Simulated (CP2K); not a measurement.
**Si under changes of volume**

One of the cells (20.165 Å³/atom); the others are scaled copies at fixed shape and fractional positions:

```
Si
1.0
     3.84928    0.00000    0.00000
     1.92464    3.33357    0.00000
     1.92464    1.11119    3.14292
Si
2
Direct
  0.50000 0.50000 0.50000
  0.75000 0.75000 0.75000
```

```yaml
Program: CP2K 2026.2
Functional: PBEsol
Potentials_or_basis: POTENTIAL_UZH Si GTH-PBE-q4; TZVP-MOLOPT-PBE-GTH basis
Density_cutoff: 6123 eV
k_mesh: 8 × 8 × 8
Occupations: fermi-dirac, width 0.05 eV
Spin: no spin polarisation
```

```csv
volume (Å³/atom),energy over the lowest point (meV/atom),pressure (GPa),gap on the mesh (eV)
18.955,?,?,?
19.358,12.72,4.6,0.51
19.761,3.78,2.5,0.55
20.165,0.00,0.5,0.59
20.568,0.87,-1.2,0.63
20.971,5.92,-2.8,0.66
21.375,14.76,-4.2,0.70
```

Problem. What does the run at 18.955 Å³/atom give?

Solution. Energy over the lowest point 27.38 meV/atom; pressure 7.0 GPa; gap on the mesh 0.47 eV.

Worked out: A Birch-Murnaghan fit of order 3 (a polynomial in V^(-2/3)) to the other rows has its minimum at 20.29 Å³/atom with B0 = V·E''(V) = 90 GPa and B' = 4.3. It gives 27.39 meV/atom at 18.955 Å³/atom, against the run's 27.38, and -dE/dV = 7.1 GPa, against 7.0. A straight line through the other rows of the gap, of slope 1.9 eV per unit of ln V, extrapolates to 0.47 eV, against the run's 0.47.

Energies are extrapolated to zero smearing.

Caveats: the potentials were made for another functional, which shifts forces and pressure; the basis of atomic orbitals isn't converged, which shifts pressures, moduli and gaps.

A mesh can miss the band edges.
